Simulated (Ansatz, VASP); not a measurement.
# One calculation of GaN, two programs

The input POSCAR:

```
GaN
1.0
    0.0000000000      2.2262186649      2.2262186649
    2.2262186649      0.0000000000      2.2262186649
    2.2262186649      2.2262186649      0.0000000000
Ga N
1 1
Direct
    0.0000000000      0.0000000000      0.0000000000
    0.7500000000      0.7500000000      0.7500000000
```

INCAR.step1

```
SYSTEM = GaN
ALGO = Normal
EDIFF = 1E-4
ENCUT = 520
GGA = PE
ISMEAR = 0
LASPH = .True.
LCHARG = .False.
LREAL = .False.
LWAVE = .True.
NBANDS = 16
NELM = 60
PREC = Accurate
SIGMA = 0.02
```

Contents of INCAR.step2:

```
SYSTEM = GaN
ALGO = Normal
EDIFF = 1E-6
ENCUT = 520
ISIF = 2
ISMEAR = 0
ISTART = 1
LASPH = .True.
LCHARG = .False.
LMIXTAU = .True.
LREAL = .False.
LWAVE = .False.
METAGGA = R2SCAN
NBANDS = 16
NELM = 60
PREC = Accurate
SIGMA = 0.02
```

Contents of KPOINTS:

```
k-points
0
Gamma
  10 10 10
  0 0 0
```

Input for Ansatz:

```yaml
crystal:
  lattice:
    - [0.0, 2.2262186649, 2.2262186649]
    - [2.2262186649, 0.0, 2.2262186649]
    - [2.2262186649, 2.2262186649, 0.0]
  atoms:
    - { symbol: Ga, position: [0.0, 0.0, 0.0] }
    - { symbol: "N", position: [0.75, 0.75, 0.75] }
basis:
  ecutwfc: 500
kpoints:
  mp_grid: { grid: [10, 10, 10] }
hamiltonian:
  xc: r2scan
scf:
  occupations: { method: gaussian, width: 0.02 }
output:
  forces: true
  stress: true
  eigenvalues: true
```

Alike in both runs: task single point; functional r2SCAN; k mesh 10 × 10 × 10; occupations gaussian, width 0.02 eV; no spin polarisation.

|  | VASP | Ansatz |
| --- | --- | --- |
| version | VASP 6.6.1 | Ansatz 0.2.0 |
| potentials or method | VASP PAW PBE potentials, release 64 (Ga_d, N) | scalar-relativistic, plane waves, PAW |
| plane-wave cutoff (eV) | 520 | 500 |
| valence electrons in the cell | 18 | 18 |

Ansatz gave:

- gap on the k mesh at the Fermi level (eV): 2.37
- least direct gap on the mesh (eV): 2.37
- pressure (GPa): 6.4

Q: Which values does VASP return?

A: gap on the k mesh at the Fermi level (eV): 2.36; least direct gap on the mesh (eV): 2.36; pressure (GPa): 7.6.

Caveats: the PAW data sets were made with another functional, which shifts forces and pressure a little (VASP). r2SCAN opens gaps a little over a GGA but as a rule still falls short of measured ones.
